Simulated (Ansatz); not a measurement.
**BN (P6_3mc), a vibration from a frozen displacement**

These are results of DFT PBE, scalar-relativistic, plane waves, PAW (Ansatz), not measurements. Settings: plane waves to 420 eV, k-mesh 12×12×6 (Γ-centred), Gaussian smearing 0.05 eV. No spin polarisation. Energies are free energies at this smearing, counted from the undisturbed cell; pressure is positive in compression.

Zero of the scan (relaxed at this level; this wurtzite form isn't the usual structure):

```
CELL_PARAMETERS angstrom
2.55458 0.00000 0.00000
-1.27729 2.21233 0.00000
0.00000 0.00000 4.22451
ATOMIC_POSITIONS crystal
B 0.66667 0.33333 0.99981
B 0.33333 0.66667 0.49981
N 0.66667 0.33333 0.62519
N 0.33333 0.66667 0.12519
```

Every N atom is moved by x along the Cartesian unit vector (0.000, -0.941, -0.338); the cell and all other atoms stay fixed. The cell's volume is 23.88 Å³; the moved atoms weigh 28.014 u together and the others 21.620 u.

```csv
x (Å),ΔE (meV/cell),total force on the moved atoms along the move (eV/Å),pressure (GPa)
-0.3000,1730.01,10.0083,20.1718
-0.2250,1037.93,8.3617,11.8316
-0.1500,489.75,6.1576,5.3905
-0.0750,129.23,3.3583,1.2884
0.0000,0.00,0.0006,-0.0136
0.0750,141.25,-3.8418,1.9672
0.1500,586.84,-8.1090,7.7437
0.2250,1368.38,-12.8125,17.8820
0.2625,1896.33,-15.3727,24.7870
0.3000,2523.77,-18.1282,33.0416
```

**Question.** What frequency belongs to this motion?

**Answer.** The force constant is k = −dF/dx = 48.001 eV/Å², from the parabola through x = -0.0750, 0 and 0.0750. In every cell the moved atoms swing against the rest, so the mass is μ = m₁m₂/(m₁ + m₂) = 12.203 u, and ν̃ = 521.5 cm⁻¹ × √(|k|/μ) = 1034 cm⁻¹. The pattern needn't be a normal mode: ν̃² is then a weighted mean of the squared nonzero frequencies at the zone centre of this cell, taken without macroscopic field, so it lies between the lowest and the highest of them.

**Question.** How far does the harmonic law reach?

**Answer.** At x = -0.300 Å, kx²/2 = 2160.04 meV against the computed 1730.01 meV (-19.9 %): the well softens in this direction at large amplitude.